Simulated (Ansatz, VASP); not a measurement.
## KF (Carobbiite) in VASP and in Ansatz

The input POSCAR:

```
KF
1.0
    0.0000000000      2.6589566777      2.6589566777
    2.6589566777      0.0000000000      2.6589566777
    2.6589566777      2.6589566777      0.0000000000
K F
1 1
Direct
    0.0000000000      0.0000000000      0.0000000000
    0.5000000000      0.5000000000      0.5000000000
```

Contents of INCAR.step1:

```
SYSTEM = KF
PREC     = Accurate       ! precision mode
ENCUT    = 520            ! plane-wave cutoff, eV
EDIFF    = 1E-5           ! SCF threshold, eV
ISMEAR   = 0              ! smearing method
SIGMA    = 0.01           ! smearing width, eV
LREAL    = .False.        ! projectors in reciprocal space
LASPH    = .True.         ! aspherical terms in the spheres
NELM     = 60             ! most SCF steps
ALGO     = Normal         ! electronic algorithm
ISIF     = 2              ! what is computed and relaxed
LWAVE    = .True.         ! write WAVECAR
LCHARG   = .False.        ! write CHGCAR
NBANDS   = 15             ! bands
GGA      = PE             ! functional
```

INCAR.step2

```
SYSTEM = KF
PREC     = Accurate       ! precision mode
ENCUT    = 520            ! plane-wave cutoff, eV
EDIFF    = 1E-6           ! SCF threshold, eV
ISMEAR   = 0              ! smearing method
SIGMA    = 0.01           ! smearing width, eV
LREAL    = .False.        ! projectors in reciprocal space
LASPH    = .True.         ! aspherical terms in the spheres
NELM     = 60             ! most SCF steps
ALGO     = Normal         ! electronic algorithm
ISIF     = 2              ! what is computed and relaxed
LWAVE    = .False.        ! write WAVECAR
LCHARG   = .False.        ! write CHGCAR
GGA      = PE             ! functional
LHFCALC  = .True.         ! exact exchange
HFSCREEN = 0.2079         ! screening, 1/A
PRECFOCK = Normal       
NBANDS   = 15             ! bands
ISTART   = 1
```

KPOINTS

```
Automatic mesh
0
Gamma
  4 4 4
  0 0 0
```

Input for Ansatz:

```yaml
crystal:
  lattice:
    - [0.0, 2.6589566777, 2.6589566777]
    - [2.6589566777, 0.0, 2.6589566777]
    - [2.6589566777, 2.6589566777, 0.0]
  atoms:
    - { symbol: K, position: [0.0, 0.0, 0.0] }
    - { symbol: F, position: [0.5, 0.5, 0.5] }
kpoints:
  mp_grid: { grid: [4, 4, 4] }
hamiltonian:
  xc: hse06
scf:
  occupations: { method: fixed }
  n_extra_bands: 4
output:
  forces: true
  stress: true
  eigenvalues: true
  write_density: true
  write_potential: true
  elf: true
  volumetric_format: npy
```

Alike in both runs: task single point; functional HSE06; k mesh 4 × 4 × 4; no spin polarisation.

|  | VASP | Ansatz |
| --- | --- | --- |
| version | VASP 6.6.1 | Ansatz 0.2.0 |
| potentials or method | VASP PAW PBE potentials, release 64 (K_sv, F) | plane waves, PAW |
| plane-wave cutoff (eV) | 520 | 420 |
| occupations | gaussian, width 0.01 eV | fixed |
| valence electrons in the cell | 16 | 16 |

|  | VASP | Ansatz | Ansatz less VASP |
| --- | --- | --- | --- |
| gap on the k mesh at the Fermi level (eV) | 8.24 | 8.26 | +0.019 |
| pressure (GPa) | 1.1 | 1.0 | -0.10 |

Ansatz warned: «stress_exchange_threshold_loose».

Caveats: the k mesh is coarse (spacing up to 0.51 Å⁻¹), so the values aren't converged, least of all with exact exchange; the PAW data sets were made with another functional, which shifts forces and pressure a little (VASP).
